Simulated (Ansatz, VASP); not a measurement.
# One calculation of Al, two programs

```
Al
1.0
     2.81246    0.00000    0.00000
    -1.40623    2.43566    0.00000
     0.00000    0.00000    4.86685
Al
2
Direct
  0.33333 0.66667 0.25000
  0.66667 0.33333 0.75000
```

This isn't the form of Al at room conditions, which is fcc.

Alike in both runs: task relaxation of cell and atoms; functional PBE; dispersion D4; k mesh 11 × 11 × 6; occupations fermi-dirac, width 0.05 eV; no spin polarisation.

|  | VASP | Ansatz |
| --- | --- | --- |
| version | VASP 6.6.1 | Ansatz 0.2.0 |
| potentials or method | VASP PAW PBE potentials, release 64 (Al) | Ansatz PAW |
| plane-wave cutoff (eV) | 600 | 420 |
| valence electrons in the cell | 6 | 6 |

|  | VASP | Ansatz | Ansatz less VASP |
| --- | --- | --- | --- |
| gap on the k mesh at the Fermi level, each at its own relaxed structure (eV) | none | none | - |
| relaxed volume (Å³/atom) | 15.96 | 15.97 | +0.011 |
| relaxed cell length with the largest relative difference (Å) | 4.653 | 4.654 | +0.0015 |
| energy change over the relaxation (meV/atom) | -17 | -17 | +0.1 |

A gap of «none» marks a metal or a gap that the smearing closes.

Caveats: pairwise dispersion overbinds metals, which lowers pressure and volume; the plane-wave basis is chosen anew once the cell has moved, so the energies of steps on either side of that aren't comparable (Ansatz).
